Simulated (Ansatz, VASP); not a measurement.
# Two plane-wave programs on WC (sol)

```
W C
1.0
     2.88207    0.00000    0.00000
    -1.44104    2.49595    0.00000
     0.00000    0.00000    2.82387
W C
1 1
Cartesian
  0.0000 0.0000 0.0000
  1.4410 0.8320 1.4119
```

Alike in both runs: task relaxation of cell and atoms; functional PBEsol; k mesh 18 × 18 × 14; occupations gaussian, width 0.1 eV; no spin polarisation.

```csv
,VASP,Ansatz
version,VASP 6.6.1,Ansatz 0.2.0
potentials or method,"VASP PAW PBE potentials, release 64 (W_sv, C)","scalar-relativistic, plane waves, PAW"
plane-wave cutoff (eV),600,420
valence electrons in the cell,18,18
```

VASP gave:

| Property | Result |
| --- | --- |
| gap on the k mesh at the Fermi level, each at its own relaxed structure (eV) | none |
| relaxed volume (Å³/atom) | 10.32 |
| relaxed cell length with the largest relative difference (Å) | 2.831 |
| energy change over the relaxation (meV/atom) | -3 |

**Question.** Estimate Ansatz's values.

**Answer.** gap on the k mesh at the Fermi level, each at its own relaxed structure (eV): none; relaxed volume (Å³/atom): 10.29; relaxed cell length with the largest relative difference (Å): 2.828; energy change over the relaxation (meV/atom): -2.

A gap of «none» marks a metal or a gap that the smearing closes. Ansatz warned: «pseudo_functional_mismatch».

Caveats: the PAW data sets were made with another functional, which shifts forces and pressure a little (VASP). Zero-point motion and thermal expansion aren't in these numbers. Spin-orbit coupling is left out, which matters for the levels of W.
